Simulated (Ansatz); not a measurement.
**AgCl: stress in a strained cell**

AgCl is deformed so: equal xx and yy strain of -1 %. What stress and forces result, by LAPW, PAW and all-electron datasets made for the crystal?

Program: Ansatz 0.2.0. Level of theory: DFT PBEsol, scalar-relativistic. These are calculated values, not measurements.

### 1 The starting structure

Symmetry: Cmcm, No. 63, orthorhombic system. The conventional cell has a = 3.742 Å, b = 11.113 Å, c = 3.924 Å, α = 90.00°, β = 90.00°, γ = 90.00°. Ag (site symmetry m2m) has 5 Cl at 2.73 to 2.91 Å and 2 Ag at 3.02 Å as nearest neighbours. Cl (site symmetry m2m) has 5 Ag at 2.73 to 2.91 Å as nearest neighbours.

Coordinates:

```xyz
4
Lattice="1.8709 -5.5566 0.0000 1.8709 5.5566 0.0000 0.0000 0.0000 3.9240" Properties=species:S:1:pos:R:3 pbc="T T T"
Ag    1.8709    1.1496    2.9430
Ag    1.8709   -1.1496    0.9810
Cl    1.8709   -4.0613    0.9810
Cl    1.8709    4.0613    2.9430
```

Atoms are numbered in the order of the input: Ag1, Ag2, Cl3, Cl4.

### 2 The deformed structure

Space group Cmcm before, Cmcm after.

### 3 LAPW, all electrons

Input file input.yaml:

```yaml
crystal:
  lattice:
    - [1.852200606, -5.5010292834, 0.0]
    - [1.852200606, 5.5010292834, 0.0]
    - [0.0, 0.0, 3.92403735]
  atoms:
    - { symbol: Ag, position: [0.3965554, 0.6034446, 0.75] }
    - { symbol: Ag, position: [0.6034446, 0.3965554, 0.25] }
    - { symbol: Cl, position: [0.86544873, 0.13455127, 0.25] }
    - { symbol: Cl, position: [0.13455127, 0.86544873, 0.75] }
kpoints:
  mp_grid: { grid: [9, 9, 8] }
  band_path:
    path:
      - [0.0, 0.0, 0.0]
      - [-0.5, 0.5, 0.0]
      - [-0.2783418463, 0.7216581537, 0.0]
      - [0.2783418463, 0.2783418463, 0.0]
      - [0.0, 0.0, 0.0]
      - [0.0, 0.0, 0.5]
      - [0.2783418463, 0.2783418463, 0.5]
      - [-0.2783418463, 0.7216581537, 0.5]
      - [-0.5, 0.5, 0.5]
    npoints: 5
scf:
  occupations: { method: fermi_dirac, width: 0.03 }
hamiltonian:
  xc: pbesol
  pseudopotentials: { kind: all_electron, lapw: { basis_error: 0.001 } }
output:
  forces: true
  stress: true
  eigenvalues: true
```

The run is started by

```sh
$ ansatz run input.yaml --threads 1 --pin off --max-ram 6144MiB --backend cpu --events-out ev --progress --plain --runs-dir out
```

### 4 PAW with frozen cores

Input file input.yaml:

```yaml
crystal:
  lattice:
    - [1.852200606, -5.5010292834, 0.0]
    - [1.852200606, 5.5010292834, 0.0]
    - [0.0, 0.0, 3.92403735]
  atoms:
    - { symbol: Ag, position: [0.3965554, 0.6034446, 0.75] }
    - { symbol: Ag, position: [0.6034446, 0.3965554, 0.25] }
    - { symbol: Cl, position: [0.86544873, 0.13455127, 0.25] }
    - { symbol: Cl, position: [0.13455127, 0.86544873, 0.75] }
kpoints:
  mp_grid: { grid: [9, 9, 8] }
scf:
  occupations: { method: fermi_dirac, width: 0.03 }
hamiltonian:
  xc: pbesol
  pseudopotentials: { kind: paw }
output:
  forces: true
  stress: true
  eigenvalues: true
  efg: { contact_densities: true }
```

### 5 All-electron PAW on datasets made for the crystal

Changes to input.yaml since step 4:

```diff
@@ -16,3 +16,3 @@
   xc: pbesol
-  pseudopotentials: { kind: paw }
+  pseudopotentials: { kind: all_electron, datasets: crystal }
 output:
```

(Steps that only read results are left out.)

**Question.** What will these runs give? Wanted: pressure; largest shear or deviatoric stress.

**Answer**, as computed:

| quantity | value |
| --- | --- |
| pressure | LAPW -1.96, PAW -1.97, crystal datasets -1.96 GPa |
| largest shear or deviatoric stress (LAPW) | 0.40 GPa |

The largest part of the stress beyond the pressure is 0.40 GPa in size, in the zz component; the atoms are carried along and not relaxed. No run of the undeformed cell stands beside it, so the pressure holds what the given cell had before the change. PAW: stress within 0.01 GPa of LAPW, forces within 1 meV/Å. Crystal datasets: stress within 0.01 GPa of LAPW, forces within 1 meV/Å.
